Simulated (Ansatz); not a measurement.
Crystal: NiO2.

```xyz
3
Lattice="2.7988 0.0000 0.0000 -1.3994 2.4238 0.0000 0.0000 0.0000 4.6183" Properties=species:S:1:pos:R:3 pbc="T T T"
Ni    0.0000    0.0000    2.3091
O     0.0000    1.6159    1.3576
O     1.3994    0.8079    3.2607
```

The cell comes from a database or a generator and needn't be the stable form of this composition.

* Program: Ansatz 0.2.0
* Task: relaxation of cell and atoms
* Functional: PBEsol
* Dispersion: D4
* Potentials or basis: Ansatz PAW
* Cutoff: 420 eV (not typed: the program's choice for these potentials)
* k mesh: 11 × 11 × 6
* Occupations: fermi-dirac, width 0.05 eV
* Spin: collinear spin, ferromagnetic start
* Starting moments: [1.0, 0.0, 0.0] μB

At the start: volume 10.44 Å³/atom.

Problem. How do energy, volume and symmetry change on relaxing?

Solution. It ends after 11 steps and the volume is 9.68 Å³/atom (-7.3 %); space group P-3m1 (No. 164, to 0.05 Å); moment 0.00 μB per cell.

The path:
| step | energy change (eV) | largest force (eV/Å) | volume (Å³) |
| --- | --- | --- | --- |
| 1 | 0.0000 | 0.4688 | 31.33 |
| 2 | -0.0212 | 0.2696 | 30.38 |
| 3 | -0.0331 | 0.0056 | 29.35 |
| 4 | -0.0314 | 0.0004 | 29.65 |
| 5 | -0.0317 | 0.0002 | 29.62 |
| 6 | -0.0246 | 0.0004 | 29.62 |
| 7 | -0.0288 | 0.0057 | 29.08 |
| 8 | -0.0283 | 0.0007 | 29.15 |
| 9 | -0.0257 | 0.0007 | 29.15 |
| 10 | -0.0266 | 0.0003 | 29.03 |
| 11 | -0.0258 | 0.0003 | 29.03 |

Final structure:
```
Ni O
1.0
     2.78505    0.00000    0.00000
    -1.39253    2.41193    0.00000
     0.00000    0.00000    4.32168
Ni O
1 2
Cartesian
  0.0000 0.0000 2.1608
  0.0000 1.6080 1.2306
  1.3925 0.8040 3.0910
```

Caveat: the plane-wave basis is chosen anew once the cell has moved, so the energies of steps on either side of that aren't comparable; the pressure holds a Pulay correction of +1.0 GPa for the finite cutoff; the PAW data sets come from PBE, with cores solved anew for the run's functional, which leaves a small shift of forces and pressure; the starting moments weren't kept.
